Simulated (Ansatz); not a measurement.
Level of theory: Ansatz, DFT PBE, scalar-relativistic, plane waves, PAW. Settings: cutoff 420 eV, Γ-centred meshes spaced at most about 0.3 Å⁻¹, and about 0.25 Å⁻¹ or finer for metals (2π included), Gaussian smearing. No spin polarisation.

Each guess is relaxed in cell and atoms at zero pressure, on a coarse mesh first where it starts far from rest and then on a converged one. The steps can't lower the symmetry of the start, but it can rise. Energies are static (0 K, no zero-point motion).

Two unrelaxed guesses for Ca5O:

A.

```
CELL_PARAMETERS angstrom
5.91650 0.00000 0.00000
-2.95825 5.12384 0.00000
0.00000 0.00000 4.59128
ATOMIC_POSITIONS crystal
Ca 0.50000 0.00000 0.50000
Ca 0.50000 0.50000 0.50000
Ca 0.00000 0.50000 0.50000
Ca 0.33333 0.66667 0.00000
Ca 0.66667 0.33333 0.00000
O 0.00000 0.00000 0.00000
```

B.

```
CELL_PARAMETERS angstrom
-2.91672 2.91672 4.31578
2.91672 -2.91672 4.31578
2.91672 2.91672 -4.31578
ATOMIC_POSITIONS crystal
Ca 0.26596 0.26596 0.00000
Ca 0.73404 0.73404 0.00000
Ca 0.50000 0.00000 0.50000
Ca 0.00000 0.50000 0.50000
Ca 0.00000 0.00000 0.00000
O 0.50000 0.50000 0.00000
```

Question: Which guess leads to the lower structure, and by how much?

Answer: B ends lower, by 0.95 eV/atom. A: P6/mmm at 23.2 Å³/atom → P6/mmm at 43.6 Å³/atom; B: I4/mmm at 24.5 Å³/atom → I4/mmm at 39.5 Å³/atom. Counting Ca atoms around O (those within 1.25 times the shortest such distance or 1.15 times the sum of covalent radii, 1.27 where that leaves under three; a plus sign parts nearer from farther groups; the shortest distance is added where it exceeds 1.18 times the sum of covalent radii), the end of A has O 6+12 from 3.9 Å and the end of B has O 2. End of A. Conventional cell: a = 6.813 Å, c = 6.505 Å. Ca on a site of symmetry mmm is surrounded by 4 Ca at 3.41 Å and 4 Ca at 3.80 Å; around Ca on a site of symmetry -6m2 lie 9 Ca at 3.80–3.93 Å and 3 O at 3.93 Å; O has 6 Ca at 3.93 Å (long against the sum of covalent radii). End of B. Conventional cell: a = 6.563 Å, c = 11.002 Å. Around Ca on a site of symmetry 4mm lie 1 O at 2.06 Å, 1 Ca at 3.44 Å and 4 Ca at 3.88 Å; around Ca on a site of symmetry mmm lie 2 Ca at 3.28 Å, 2 O at 3.28 Å and 4 Ca at 3.88 Å; O is surrounded by 2 Ca at 2.06 Å and 4 Ca at 3.28 Å; 1 more site not described.

Ends held by symmetry can be saddle points. O stands nearly free of neighbours here, and without spin polarisation the energy of such atoms comes out too high. A magnetic state wasn't ruled out in cells without spin, among them I4/mmm, P6/mmm.
